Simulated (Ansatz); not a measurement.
**Pb under changes of volume**

One of the cells (30.323 Å³/atom); the others are scaled copies at fixed shape and fractional positions:

```
Pb
1.0
     0.00000    2.47502    2.47502
     2.47502    0.00000    2.47502
     2.47502    2.47502    0.00000
Pb
1
Direct
  0.00000 0.00000 0.00000
```

* Program: Ansatz 0.2.0
* Functional: r2SCAN50
* Potentials or basis: Ansatz PAW
* Cutoff: 500 eV (not typed: the program's choice for these potentials)
* k mesh: 5 × 5 × 5
* Occupations: fermi-dirac, width 0.05 eV
* Spin: no spin polarisation

```csv
volume (Å³/atom),energy over the lowest point (meV/atom),pressure (GPa)
28.503,10.22,2.6
29.110,2.73,1.3
29.716,0.00,0.1
30.323,1.48,-0.9
30.929,6.72,-1.8
31.535,15.30,-2.7
32.142,?,?
```

Question: What does the run at 32.142 Å³/atom give?

Answer: Energy over the lowest point 26.85 meV/atom; pressure -3.4 GPa.

Worked out: A Birch-Murnaghan fit of order 3 (a polynomial in V^(-2/3)) to the other rows has its minimum at 29.80 Å³/atom with B0 = V·E''(V) = 54 GPa and B' = 4.7. It gives 26.88 meV/atom at 32.142 Å³/atom, against the run's 26.85, and -dE/dV = -3.4 GPa, against -3.4.

Energies are extrapolated to zero smearing.

Caveats: all runs use coarse meshes; the PAW data sets come from PBE, with cores solved anew for the run's functional, which leaves a small shift of forces and pressure; the thresholds are loose for stress.
